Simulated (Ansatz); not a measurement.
SnO:

```xyz
2
Lattice="3.1319 0.0000 0.0000 0.0000 3.1319 0.0000 0.0000 0.0000 3.1319" Properties=species:S:1:pos:R:3 pbc="T T T"
Sn    0.0000    0.0000    0.0000
O     1.5660    1.5660    1.5660
```

The cell was built by a generator and needn't be a form met in nature.

Base run:

```yaml
Program: Ansatz 0.2.0
Functional: HSE06 form with a typed share of exact exchange
Potentials_or_basis: Ansatz PAW
Cutoff: "420 eV (not typed: the program's choice for these potentials)"
k_mesh: 5 × 5 × 5
Occupations: fermi-dirac, width 0.05 eV
Spin: no spin polarisation
```

Its results: band gap on the k mesh 1.98 eV, indirect (least direct gap 2.46 eV); pressure -3.8 GPa.

Question: The run is repeated on the same cell with these changes: share of exact exchange from 0.25 to 0.5. What comes out?

Answer: Band gap on the k mesh 2.72 eV, indirect (least direct gap 3.20 eV); pressure -7.3 GPa.

Caveats: odd divisions of the mesh miss points on the zone boundary, where band edges often lie, so the gap on the mesh can be too wide; spin-orbit coupling is left out, which moves the levels of the heavy elements; the PAW data sets come from PBE, with cores solved anew for the run's functional, which leaves a small shift of forces and pressure; the thresholds are loose for stress.

A k mesh can miss the band edges.
